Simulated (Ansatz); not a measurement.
## Dielectric function and optical constants of C

What colour and refractive index does C have at this level of theory?

Method: DFT, PBE, plane-wave PAW, default files, scalar-relativistic, independent-particle optical response without local fields, in Ansatz 0.2.0.

## 1. Set-up

It takes space group Fd-3m (No. 227, cubic). Conventional cell: a = 3.567 Å, b = 3.567 Å, c = 3.567 Å, α = 90.00°, β = 90.00°, γ = 90.00°. Nearest to C lie 4 C at 1.54 Å.

Coordinates:

```cif
data_structure
_symmetry_space_group_name_H-M 'P 1'
_symmetry_Int_Tables_number 1
_cell_length_a 2.5221
_cell_length_b 2.5221
_cell_length_c 2.5221
_cell_angle_alpha 60.000
_cell_angle_beta 60.000
_cell_angle_gamma 60.000
_cell_volume 11.34
loop_
_atom_site_label
_atom_site_type_symbol
_atom_site_fract_x
_atom_site_fract_y
_atom_site_fract_z
_atom_site_occupancy
C1 C 0.75000 0.75000 0.75000 1
C2 C 0.50000 0.50000 0.50000 1
```

## 2. Ground state and bands

The self-consistent density comes first; it also tells whether there is a gap, which decides the occupations and the need for a Drude term.

This step: DFT, PBE, plane-wave PAW, default files, scalar-relativistic, ground state (Ansatz 0.2.0).

input.yaml reads:

```yaml
crystal:
  lattice:
    - [0.0, 1.78337, 1.78337]
    - [1.78337, 0.0, 1.78337]
    - [1.78337, 1.78337, 0.0]
  atoms:
    - { symbol: C, position: [0.75, 0.75, 0.75] }
    - { symbol: C, position: [0.5, 0.5, 0.5] }
kpoints:
  mp_grid: { grid: [11, 11, 11] }
  band_path:
    path:
      - [[0.0, 0.0, 0.0], [0.5, 0.0, 0.5], [0.5, 0.25, 0.75], [0.375, 0.375, 0.75], [0.0, 0.0, 0.0], [0.5, 0.5, 0.5], [0.625, 0.25, 0.625], [0.5, 0.25, 0.75], [0.5, 0.5, 0.5], [0.375, 0.375, 0.75]]
      - [[0.625, 0.25, 0.625], [0.5, 0.0, 0.5]]
    npoints: 7
scf:
  occupations: { method: fermi_dirac, width: 0.05 }
  n_extra_bands: 6
hamiltonian:
  xc: pbe
  pseudopotentials: { kind: paw }
output:
  forces: true
  stress: true
  populations: true
  write_bands: true
  write_density: true
  write_potential: true
  elf: true
  volumetric_format: npy
```

Started as:

```bash
$ ansatz run input.yaml --threads 4 --pin off --max-ram 8192MiB --backend cpu --events-out ev --progress --plain --runs-dir out
```

Numbers of over 12 decimals in the logs are rounded to 6 here.

Log:

```text
scf.n_extra_bands = 6 over 4 filled bands (N_el = 8.0): the run solves 10 bands
Engine: ansatz 0.2.0, aarch64-unknown-linux-gnu
Pseudopotentials: kind: paw
Pseudopotential: C, paw, valence charge 4, recommended cutoff 420 eV (normal), C.paw.azcp
Functional definition: PBE
  parameter kappa = 0.804
  parameter beta = 0.066725
  exchange = pbe_x(kappa = kappa, mu = beta*pi^2/3)
  correlation = pbe_c(beta = beta)
Crystal: 2 atoms, lattice volume = 11.344 Å³
Basis set: ecut = 420 eV, 229 PW (Γ), exchange–correlation on 36×36×36 points (8 copies of the dense FFT grid, shifted against one another)
Bands: 10, of which v1, the nominal top of the filled ones, is band 4 counted from 1 (3 counted from 0)
Symmetry: 48 space group operations
Space group: Fd-3m (ITA 227), of the structure as read, at distance tolerance 2.2e-5 Å
k-points: 56 of 1331
Non-local potential: C, projectors of the file, l = 0: 2, l = 1: 2, l = 2: 1
PAW form: soft (Blöchl's): semilocal exchange-correlation on the pseudo side does not see the compensation charge
PAW one-centre angular grid: C, 110 points (default); XC on 64 Gauss nodes
Initial density: superposition of atomic densities (neutral atoms: chi_scale 0, normalization atom), corrected by the library's trained network
Initial wavefunctions: pseudopotential atomic-orbital guess
Functional: x = pbe(κ = 0.804, μ = 0.219515), c = pbe(β = 0.066725)
SCF iter   1: F=—  HF=-501.615361 eV  |F-HF|=—  |Δ(HF+E_count)|=         —  Δρ=1.73e-3  dr2=8.24e-5  ethr=1.77e-3  ⟨swp⟩=4.8  Hψ=3235  notcnv=0  defer=2
preconditioner: auto → none  [insulator: Δε(μ)=4.144 eV  Ē_g=23.214 eV  σ=0.050 eV  W_gap=1.00  n_scr=0 (ndim 8)  ℏωp=31.2 eV  f_vac=0.000  D(μ)=0.00/eV (n_scr^D=0)  ε∞_Penn≈2.8]
SCF iter   2: F=—  HF=-501.615426 eV  |F-HF|=—  |Δ(HF+E_count)|=   6.52e-5  Δρ=9.31e-4  dr2=2.95e-5  ethr=1.03e-6  ⟨swp⟩=2.1  Hψ=1209  notcnv=0  defer=30
SCF iter   3: F=—  HF=-501.615477 eV  |F-HF|=—  |Δ(HF+E_count)|=   5.11e-5  Δρ=2.23e-4  dr2=3.85e-6  ethr=3.68e-7  ⟨swp⟩=2.0  Hψ=678  notcnv=0  defer=30
SCF iter   4: F=—  HF=-501.615476 eV  |F-HF|=—  |Δ(HF+E_count)|=   1.15e-6  Δρ=8.79e-5  dr2=5.97e-7  ethr=4.81e-8  ⟨swp⟩=1.6  Hψ=546  notcnv=0  defer=30
iter 5 did not close the SCF: its close was put off for the readings that it lacked (scf_convergence_deferred on its scf_iter line)
SCF iter   5: F=-501.615476 eV  HF=-501.615476 eV  |F-HF|=4.39e-10  |Δ(HF+E_count)|=   2.03e-7  Δρ=2.23e-6  dr2=1.77e-10  ethr=7.46e-9  ⟨swp⟩=2.4  Hψ=684  notcnv=0  defer=30
SCF iter   6: F=-501.615476 eV  HF=-501.615476 eV  |F-HF|=8.53e-12  |Δ(HF+E_count)|=  5.46e-10  Δρ=4.68e-7  dr2=2.18e-11  ethr=2.22e-12  ⟨swp⟩=6.4  Hψ=2796  notcnv=0
SCF 1 converged in 6 iterations: F = -501.615476 eV  dr2 = 2.18e-11
  greatest PAW one-centre occupation: 0.644 electrons in one spin orbital (limit 2), on the C atom at site 1 (counted from 0), in its partial waves of l = 0
NSCF: frozen V_eff on 72 k-points
SCF converged after 6 iterations
Free energy (F): -501.615476 eV
Harris-Foulkes:  -501.615476 eV  (|F-HF|=8.53e-12)
Internal energy: -501.615476 eV  (E = F + TS)
E sigma→0 (E₀):  -501.615476 eV
Fermi energy:    15.366689 eV
--- Per-component energies (eV) ---
  E_band       = 34.706679
  E_kinetic    = 184.535915
  E_local      = -122.400120  (includes V_loc(G=0)·N_el)
  E_nonlocal   = 53.316545
  E_hartree    = 26.768518
  E_xc         = -97.431391
  E_vxc        = -120.957094  (∫ρ·V_xc dr)
  E_paw        = -198.443597  (= ΣΔE_a)
  E_vpaw       = -13.325661  (= ΣTr[D̂ρ^β])
  E_aug_tail   = 0.000018  (compensation charges beyond the density's cutoff)
  E_ewald      = -347.961363
  E_smearing   = -0.000000  (= −TS)
  E_closure    = -0.000000  (closes the sum)
  Σ components = -501.615476   (vs F -501.615476, Δ=0.00e0)
--- Forces (eV/Å), atoms counted from 1 ---
  atom   1  C     -0.00000000     0.00000000    -0.00000000
  atom   2  C     -0.00000000     0.00000000     0.00000000
  max |Σ_I F_I| component: 3.70e-17 eV/Å
--- Stress (GPa, compression-positive) ---
        1.772141      -0.000000      -0.000000
       -0.000000       1.772141       0.000000
       -0.000000      -0.000000       1.772141
  P = ⅓ Tr σ = 1.7721 GPa (17.721 kbar)
--- Band table (eV; the first three rows and the last of 56) ---
  k-point 0: bands = ["-8.1626", "13.3165", "13.3165", "13.3165", "18.9104", "18.9104", "18.9104", "26.5945", "32.5704", "39.8360"]
  k-point 1: bands = ["-7.9338", "11.8896", "12.9387", "12.9387", "19.4055", "19.4055", "19.7282", "26.7927", "32.9469", "37.5178"]
  k-point 2: bands = ["-7.2511", "9.0504", "12.1532", "12.1532", "20.4251", "20.4251", "20.8734", "27.3559", "33.6726", "35.9435"]
  k-point 55: bands = ["0.6519", "1.8260", "4.4047", "5.9885", "22.4582", "24.6234", "25.9138", "26.2991", "33.3759", "35.6722"]
--- Löwdin populations: 2 sites ---
  site symbol       q [e]
     0      C      3.9861
     1      C      3.9861
  spilling = 0.003486 (of n_electrons = 8.000000)
```

Elapsed: 0.31 s, on 4 threads of Arm Neoverse V2, shared host; peak memory 0.24 GiB.

Read-outs, printed or worked out from the files:

- free energy: -501.6155 eV
- Fermi energy: 15.37 eV
- gap by band count: 4.136 eV
- electrons: 8
- symmetry operations: 48
- pressure: 1.772 GPa
- gap on the k-mesh: 4.136 eV
- volume: 11.34 Å³
- gap on the path: 4.137 eV
- least direct gap on the path: 5.594 eV

There is a gap, 4.14 eV on the path, so no carriers' term is needed. The cell is left with a pressure of 1.8 GPa, as it stands unrelaxed at this level.

Electronic bands along the path, in eV, zero at the Fermi level; v1 is the highest filled band, c1 the lowest empty one:

| point | v3 | v2 | v1 | c1 | c2 | c3 | c4 |
| --- | --- | --- | --- | --- | --- | --- | --- |
| Γ | -2.05 | -2.05 | -2.05 | 3.54 | 3.54 | 3.54 | 11.23 |
| 0.57 of the way | -7.68 | -6.74 | -6.74 | 2.24 | 7.06 | 10.62 | 10.62 |
| X | -14.82 | -8.36 | -8.36 | 2.72 | 2.72 | 14.75 | 14.75 |
| 0.57 of the way | -14.39 | -9.59 | -9.59 | 5.38 | 5.38 | 13.09 | 13.09 |
| W | -14.03 | -10.38 | -10.38 | 8.57 | 8.57 | 10.25 | 10.25 |
| 0.43 of the way | -13.71 | -11.04 | -8.93 | 5.89 | 8.79 | 11.17 | 11.96 |
| K | -13.79 | -11.37 | -7.42 | 3.63 | 8.69 | 12.31 | 13.56 |
| 0.57 of the way | -7.51 | -6.64 | -3.33 | 5.44 | 6.54 | 7.11 | 11.64 |
| Γ | -2.05 | -2.05 | -2.05 | 3.54 | 3.54 | 3.54 | 11.23 |
| 0.43 of the way | -7.42 | -3.50 | -3.50 | 5.41 | 5.41 | 5.82 | 12.25 |
| L | -15.43 | -4.86 | -4.86 | 6.42 | 6.42 | 6.78 | 13.63 |
| 0.43 of the way | -14.86 | -7.25 | -5.75 | 5.39 | 8.24 | 9.02 | 13.20 |
| U | -13.79 | -11.37 | -7.42 | 3.63 | 8.69 | 12.31 | 13.56 |
| 0.43 of the way | -13.73 | -11.18 | -8.37 | 4.99 | 8.76 | 11.58 | 12.60 |
| W | -14.03 | -10.38 | -10.38 | 8.57 | 8.57 | 10.25 | 10.25 |
| 0.57 of the way | -14.67 | -7.67 | -6.27 | 6.17 | 7.18 | 10.20 | 13.10 |
| L | -15.43 | -4.86 | -4.86 | 6.42 | 6.42 | 6.78 | 13.63 |
| 0.57 of the way | -14.44 | -8.62 | -6.24 | 4.85 | 9.37 | 10.35 | 12.47 |
| K | -13.79 | -11.37 | -7.42 | 3.63 | 8.69 | 12.31 | 13.56 |
| jump to U | -13.79 | -11.37 | -7.42 | 3.63 | 8.69 | 12.31 | 13.56 |
| 0.57 of the way | -14.63 | -9.33 | -8.18 | 2.89 | 4.16 | 14.23 | 14.48 |
| X | -14.82 | -8.36 | -8.36 | 2.72 | 2.72 | 14.75 | 14.75 |

The electronic bands as a text plot (rows in eV, shown from -10.1 to 8.1 only):

```
    7.7 |            ++                    +       +          +
    7.0 |    ++             +++        +++++     +  ++++++
    6.2 |  +           +    +++       ++++++         +++++
    5.4 |      +    +      +  ++     +      +             +
    4.7 | +        +      +    +++  +        +  +          ++
    3.9 |       +       ++      ++ +          ++             + +
    3.2 |+++      +               +                           +++
    2.4 |   ++++++                                              +
    1.7 |
    0.9 |
    0.2 |
   -0.6 |
   -1.4 |
   -2.1 |*                      ****
   -2.9 | *                    *** **
   -3.6 |  *                  *      *
   -4.4 |  *                ** *      **
   -5.1 |                  *   *    *   ****          ****
   -5.9 |   *                              **             **
   -6.6 |    **           *   *              *       **     *
   -7.4 |    ***         *    *      *      * **     *    *  **
   -8.2 |       ***     *                       *   *          **
   -8.9 |          *   *    **                             *
   -9.7 |      *    * *     **        *      *   * *        *  *
         Γ       X    W  K        Γ      L     U  W     L   K|U X
```

Valence density in the ac plane of a cell with a along [110], b along [-110] and c along [001] of the cube at fractional y = 0.000, with atoms of C within 0.2 Å of it. It is the smooth field of the valence electrons, not physical close to the nuclei.

Ten even steps from '_' (0.1 e/Å³) to '@' (1.8 e/Å³), each cell a mean:
```
@@++::....==##@@++::....==##
==::______..====::______..==
..__________....__________..
____________________________
____..--::..______..--::..__
__..++##**--____..++##**--__
::==%%@@@@**--::==%%@@@@**--
##%%@@%%@@%%####%%@@%%@@%%##
@@@@++====##@@@@@@++====##@@
```

Electrostatic potential energy in the ac plane of a cell with a along [110], b along [-110] and c along [001] of the cube at fractional y = 0.000, with atoms of C within 0.2 Å of it. With pseudopotentials it is smooth inside the atoms' cores, unlike the true potential.

Values in eV, 9 rows by 14 columns, each cell a mean:
```
-49 -19   8  13  12  -2 -39 -49 -19   8  13  12  -2 -39
 -4   6  12  14  14  10   0  -4   6  12  14  14  10   0
 12  13  14  14  14  14  13  12  13  14  14  14  14  13
 14  14  14  13  14  14  14  14  14  14  13  14  14  14
 14  13  10   6   8  12  14  14  13  10   6   8  12  14
 13   9 -11 -34 -24   3  12  13   9 -11 -34 -24   3  12
  9   4 -31 -61 -50  -8   9   9   4 -31 -61 -50  -8   9
-21  -6 -14 -38 -27  -4 -15 -21  -6 -14 -38 -27  -4 -15
-59 -27   3   3   4  -8 -49 -59 -27   3   3   4  -8 -49
```

## 3. Spectrum

With the density converged, the vertical transitions are summed over the zone.

This step: DFT, PBE, plane-wave PAW, default files, scalar-relativistic, independent-particle optical response without local fields (Ansatz 0.2.0).

input.yaml, the sections that differ from step 2:

```yaml
kpoints:
  mp_grid: { grid: [11, 11, 11] }
scf:
  occupations: { method: fixed }
output:
  optics:
    e_range: [0, 20]
    de: 0.05
    sigma: 0.1
    nscf_kmesh: { grid: [14, 14, 14] }
    bands: { spectra_wanted_up_to: 20 }
# crystal, hamiltonian: as in step 2
```

Log:

```text
[...]
Crystal: 2 atoms, lattice volume = 11.344 Å³
Basis set: ecut = 420 eV, 229 PW (Γ)
Bands: 8, of which v1, the nominal top of the filled ones, is band 4 counted from 1 (3 counted from 0)
Symmetry: 48 space group operations
[...]
k-points: 56 of 1331
[...]
SCF iter   1: F=—  HF=-501.615339 eV  |F-HF|=—  |Δ(HF+E_count)|=         —  Δρ=1.77e-3  dr2=9.64e-5  ethr=1.77e-3  ⟨swp⟩=3.9  Hψ=2647  notcnv=0  defer=88
[...]
SCF iter   7: F=-501.615474 eV  HF=-501.615474 eV  |F-HF|=1.71e-13  |Δ(HF+E_count)|=  1.59e-12  Δρ=6.40e-8  dr2=3.01e-13  ethr=1.00e-12  ⟨swp⟩=3.1  Hψ=1580  notcnv=0
SCF 1 converged in 7 iterations: F = -501.615474 eV  dr2 = 3.01e-13
[...]
NSCF: frozen V_eff on 104 k-points
[...]
output.optics: what the bands over the 13 summed would add to eps1, eps2 and the energy-loss function is held between a lower and an upper bound (4 Lanczos steps). eps1, eps2 and their loss function (loss_summed_bands) are given on every row as the summed bands alone make them. Along an axis, on a row where the two bounds hold the loss function to about 1 % of the greater of itself and 0.5 % of |1/eps|, its cell (loss_completed) is given, with the completed eps1 and eps2 that it is formed of (a cell that is left empty reads nan in the table and null in the record). The two bounds hold it so along every axis on all 401 rows up to 20.000 eV. [rest of the remark cut]
SCF converged after 7 iterations
Free energy (F): -501.615474 eV
[...]
Internal energy: -501.615474 eV  (E = F + TS)
E sigma→0 (E₀):  -501.615474 eV
Fermi energy:    13.316472 eV
[...]
--- Band table (eV; the first three rows and the last of 56) ---
[...]
```

It took 2 s on 4 threads; peak memory 0.47 GiB; 6.7 s of CPU time.

Numbers from this step:

| Item | Value |
| --- | --- |
| electronic dielectric constant ε∞, mean over x, y and z (by symmetry where fewer were run) | 5.957 |
| absorption onset, first axis (α over 10⁴ cm⁻¹, or the direct gap if that lies higher) | 5.594 eV |
| main peak of Im epsilon, first axis | 11.11 eV |
| least direct gap on the mesh | 5.594 eV |
| bands summed | 13 |
| spectra valid up to | 27.19 eV |
| program's estimate of the k-sum error in Im epsilon | 0.13 % |
| electrons in the f-sum | 6.918 |

The Im ε, any direction has structure finer than the step of the table below, so its rows give means over 0.5 eV, whole bins alone (the curve runs from 0 to 20 eV). Peaks (eV: height): 11.10: 33.9.

Im ε, any direction against photon energy; means over each step:

| photon energy (eV) | Im ε, any direction |
| --- | --- |
| 5.0 | 0 |
| 5.5 | 0.283 |
| 6.0 | 1.85 |
| 6.5 | 2.61 |
| 7.0 | 3.10 |
| 7.5 | 3.54 |
| 8.0 | 4.00 |
| 8.5 | 4.54 |
| 9.0 | 5.23 |
| 9.5 | 6.16 |
| 10.0 | 7.58 |
| 10.5 | 10.4 |
| 11.0 | 24.5 |
| 11.5 | 19.0 |
| 12.0 | 11.9 |
| 12.5 | 8.95 |
| 13.0 | 7.21 |
| 13.5 | 6.20 |
| 14.0 | 5.62 |
| 14.5 | 5.11 |
| 15.0 | 4.32 |
| 15.5 | 3.90 |
| 16.0 | 3.32 |
| 16.5 | 2.83 |
| 17.0 | 2.43 |
| 17.5 | 2.10 |
| 18.0 | 1.80 |
| 18.5 | 1.54 |
| 19.0 | 1.32 |
| 19.5 | 1.15 |

Table of Re ε, any direction by photon energy:

| photon energy (eV) | Re ε, any direction |
| --- | --- |
| 0 | 5.96 |
| 1 | 6.00 |
| 2 | 6.15 |
| 3 | 6.42 |
| 4 | 6.88 |
| 5 | 7.78 |
| 6 | 9.38 |
| 7 | 8.94 |
| 8 | 9.08 |
| 9 | 9.72 |
| 10 | 11.3 |
| 11 | 19.0 |
| 12 | -5.54 |
| 13 | -4.15 |
| 14 | -3.22 |
| 15 | -3.14 |
| 16 | -2.98 |
| 17 | -2.55 |
| 18 | -2.12 |
| 19 | -1.68 |
| 20 | -1.22 |

Refractive index n and extinction k against photon energy:

| photon energy (eV) | n | k |
| --- | --- | --- |
| 0.0 | 2.44 | 0 |
| 0.5 | 2.44 | 0 |
| 1.0 | 2.45 | 0 |
| 1.5 | 2.46 | 0 |
| 2.0 | 2.48 | 0 |
| 2.5 | 2.50 | 0 |
| 3.0 | 2.53 | 0 |
| 3.5 | 2.57 | 0 |
| 4.0 | 2.62 | 0 |
| 4.5 | 2.69 | 0 |
| 5.0 | 2.79 | 0 |
| 5.5 | 2.99 | 0.00797 |
| 6.0 | 3.08 | 0.307 |
| 6.5 | 3.04 | 0.430 |
| 7.0 | 3.03 | 0.512 |
| 7.5 | 3.05 | 0.580 |
| 8.0 | 3.08 | 0.648 |
| 8.5 | 3.14 | 0.722 |
| 9.0 | 3.22 | 0.810 |
| 9.5 | 3.34 | 0.918 |
| 10.0 | 3.53 | 1.07 |
| 10.5 | 3.89 | 1.31 |
| 11.0 | 5.08 | 2.60 |
| 11.5 | 2.51 | 3.54 |
| 12.0 | 1.94 | 3.05 |
| 12.5 | 1.63 | 2.73 |
| 13.0 | 1.44 | 2.49 |
| 13.5 | 1.34 | 2.31 |
| 14.0 | 1.28 | 2.20 |
| 14.5 | 1.20 | 2.17 |
| 15.0 | 1.04 | 2.06 |
| 15.5 | 0.972 | 2.01 |
| 16.0 | 0.860 | 1.93 |
| 16.5 | 0.771 | 1.83 |
| 17.0 | 0.697 | 1.74 |
| 17.5 | 0.634 | 1.65 |
| 18.0 | 0.575 | 1.57 |
| 18.5 | 0.523 | 1.48 |
| 19.0 | 0.475 | 1.38 |
| 19.5 | 0.447 | 1.28 |
| 20.0 | 0.423 | 1.18 |

Table of loss function −Im 1/ε at q → 0, any direction by energy loss; read off at these points:

energy loss (eV), loss function −Im 1/ε at q → 0, any direction and a bar:
```
        5      0.000 
        6      0.021 ##
        7      0.035 ###
        8      0.041 ###
        9      0.043 ###
       10      0.041 ###
       11      0.025 ##
       12      0.069 #####
       13      0.104 ########
       14      0.134 ##########
       15      0.152 ###########
       16      0.167 ############
       17      0.196 ###############
       18      0.232 #################
       19      0.289 ######################
       20      0.401 ##############################
```

Values under 1 per cm are given as 1. The absorption coefficient, any direction by photon energy:

| photon energy (eV) | absorption coefficient, any direction (1/cm) |
| --- | --- |
| 0.00 | 1 |
| 1.00 | 1 |
| 2.00 | 1 |
| 3.00 | 1 |
| 4.00 | 1 |
| 5.00 | 1 |
| 6.00 | 1.9e5 |
| 7.00 | 3.6e5 |
| 8.00 | 5.3e5 |
| 9.00 | 7.4e5 |
| 10.00 | 1.1e6 |
| 11.00 | 2.9e6 |
| 12.00 | 3.7e6 |
| 13.00 | 3.3e6 |
| 14.00 | 3.1e6 |
| 15.00 | 3.1e6 |
| 16.00 | 3.1e6 |
| 17.00 | 3.0e6 |
| 18.00 | 2.9e6 |
| 19.00 | 2.7e6 |
| 20.00 | 2.4e6 |

From ε follow the optical constants at some laser and lamp lines:

| wavelength (nm) | n | k | R (%) | 1/α |
| --- | --- | --- | --- | --- |
| 1064 | 2.45 | 0.000 | 17.7 | over 1 mm |
| 633 | 2.48 | 0.000 | 18.1 | over 1 mm |
| 532 | 2.49 | 0.000 | 18.3 | over 1 mm |
| 365 | 2.56 | 0.000 | 19.3 | over 1 mm |
| 308 | 2.63 | 0.000 | 20.1 | over 1 mm |
| 248 | 2.79 | 0.000 | 22.3 | over 1 mm |
| 193 | 3.05 | 0.415 | 26.4 | 37 nm |

Rows near the edge hang on the gap, which this functional as a rule makes too small, and phonon-assisted absorption is left out.

Through 1 µm of it, D65 light comes out colourless, dimmed by reflection (x = 0.314, y = 0.330; 69 % transmitted).

The f-sum over the summed bands holds 6.9 of the cell's 8 electrons outside the frozen cores, 2 of which lie in bands more than 12 eV below the Fermi level, whose transitions come at higher energies. Up to 20 eV the strength has a mean oscillator energy of 11.5 eV, close to the main peak.

## 4. Summary of results

- gap on the path: 4.14 eV
- least direct gap on the path: 5.59 eV
- electronic dielectric constant ε∞, mean over x, y and z (by symmetry where fewer were run) (independent particles): 5.96
- absorption onset, first axis (α over 10⁴ cm⁻¹, or the direct gap if that lies higher): 5.59 eV
- main peak of Im epsilon, first axis: 11.1 eV

What this shows: At this level (PBE, independent particles) C has ε∞ = 5.96 and n = 2.45 at 1550 nm; absorption sets in near 5.6 eV, and Im ε peaks at 11.1 eV. The gap is indirect (4.14 eV), so absorption without phonons can begin only at the direct gap of 5.59 eV. Lines 0.1 eV wide carry a tail of absorption under the direct gap, past the threshold already at 5.53 eV. Absorption passes 10⁴ cm⁻¹ from the direct gap on, 5.59 eV, in the ultraviolet, so the visible is passed. The f-sum over the summed bands holds 6.9 of the cell's 8 electrons outside the frozen cores, 2 of which lie in bands more than 12 eV below the Fermi level, whose transitions come at higher energies. Up to 20 eV the strength has a mean oscillator energy of 11.5 eV, close to the main peak. Through 1 µm of it, D65 light comes out colourless, dimmed by reflection (x = 0.314, y = 0.330; 69 % transmitted). Excitons and phonon-assisted transitions are missing, and so are local fields; PBE gaps are as a rule too small, which pulls the onset down and ε∞ up. In the base run ε includes the program's bounded estimate of what the bands above those summed add.

[Logs are printed without paths, hosts, clocks, repeated set-up lines and the standing remarks that a program may print on its own settings, such as how far it seeks lower states.]

[Hosts, paths, dates, database ids (printed as entryN), source tags and the programs' standing remarks are cut or masked in the printed files.]
